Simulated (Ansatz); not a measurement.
Wanted: the native input for an Ansatz 0.2.0 run.

```yaml
Task: electrostatic potential
Functional: PBE
Potentials_or_basis: PseudoDojo standard (PBE files)
Cutoff: "770 eV (not typed: the program's choice for these potentials)"
k_mesh: 8 × 8 × 8
Occupations: tetrahedron
Spin: spin-orbit coupling, no magnetisation
```

Ba:

```
Ba
1.0
    -2.50650    2.50650    2.50650
     2.50650   -2.50650    2.50650
     2.50650    2.50650   -2.50650
Ba
1
Cartesian
  0.0000 0.0000 0.0000
```

The input as run:

input.yaml

```yaml
crystal:
  lattice:
    - [-2.5065, 2.5065, 2.5065]
    - [2.5065, -2.5065, 2.5065]
    - [2.5065, 2.5065, -2.5065]
  atoms:
    - { symbol: Ba, position_ang: [0.0, 0.0, 0.0] }
hamiltonian:
  xc: pbe
  pseudopotentials: { kind: nc_fr }
magnetization:
  noncollinear: true
  spin_orbit: true
kpoints:
  mp_grid: { grid: [8, 8, 8] }
scf:
  occupations: { method: tetrahedron }
output:
  forces: true
  stress: true
  write_density: true
  write_potential: true
  elf: true
  volumetric_format: npy
```

Potentials or basis: PseudoDojo standard (PBE files).

The run is started by

```sh
$ ansatz run input.yaml --threads 1 --pin off --max-ram 2560MiB --backend cpu --events-out ev --progress --plain --runs-dir out
```

It gave:

| Quantity | Value |
| --- | --- |
| Pressure | 0.1 GPa |
| Band gap on the k mesh | none (metal or under the smearing width) |

Caveat: with tetrahedron occupations forces and stress needn't match the slope of the energy.

Run time: 5.3 s on 1 thread of AMD EPYC 9R45 96-Core Processor (Zen 5), on a shared host, peak memory 0.49 GiB.
